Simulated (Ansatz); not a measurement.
# Ti: the cost of one run

Program: Ansatz 0.2.0. Level of theory: DFT PBE, scalar-relativistic, plane waves, PAW. These are calculated values, not measurements.

57 further runs of the same task are left out: 57 set aside as unsound or not needed.

## Step 1: The system as given

The structure is cubic, space group Im-3m (No. 229). The conventional cell has a = 3.256 Å, b = 3.256 Å, c = 3.256 Å, α = 90.00°, β = 90.00°, γ = 90.00°. Ti (site symmetry m-3m) has 8 Ti at 2.82 Å as nearest neighbours.

Coordinates:

```cif
data_structure
_symmetry_space_group_name_H-M 'P 1'
_symmetry_Int_Tables_number 1
_cell_length_a 2.8194
_cell_length_b 2.8194
_cell_length_c 2.8194
_cell_angle_alpha 109.471
_cell_angle_beta 109.471
_cell_angle_gamma 109.471
_cell_volume 17.25
loop_
_atom_site_label
_atom_site_type_symbol
_atom_site_fract_x
_atom_site_fract_y
_atom_site_fract_z
_atom_site_occupancy
Ti1 Ti 0.00000 0.00000 0.00000 1
```

This cell was relaxed beforehand with the same method: volume 17.25 Å³/atom, gap on the mesh none (metal).

## Step 2: Plan of the line

The energy is mapped over volume and a fixed ferromagnetic moment.

The axes are (1) volume per atom: 9 values from 14.15 to 20.36 Å³; (2) total spin moment of the cell, held fixed: 11 values from 0.0 to 1.0 μB.

Nothing else is relaxed (shape and fractional coordinates fixed). Points are written as (first, second).

## Step 3: Grid point (14.15 Å³, 0.7 μB)

Contents of input.yaml:

```yaml
crystal:
  lattice:
    - [-1.5235541254, 1.5235541254, 1.5235541254]
    - [1.5235541254, -1.5235541254, 1.5235541254]
    - [1.5235541254, 1.5235541254, -1.5235541254]
  atoms:
    - { symbol: Ti, position: [0.0, 0.0, 0.0], spin: 0.7 }
basis:
  ecutwfc: 520.0
kpoints:
  mp_grid: { grid: [22, 22, 22] }
hamiltonian:
  xc: pbe
scf:
  occupations: { method: gaussian, width: 0.15 }
  lower_state_search: "off"
output:
  forces: true
  stress: true
  eigenvalues: true
  populations: true
magnetization:
  spin_polarized: true
  initial_magnetization: 0.7
  spin_locking: { lock_magnetization: hard }
```

The run is started by

```console
$ ansatz run input.yaml --threads 1 --pin off --max-ram 2048MiB --backend cpu --events-out ev --progress --plain --runs-dir out
```

What time and memory should one allow on 1 thread of AMD EPYC 9R14 (Zen 4), shared host?

About 6.5 s, with a peak of 0.45 GiB.
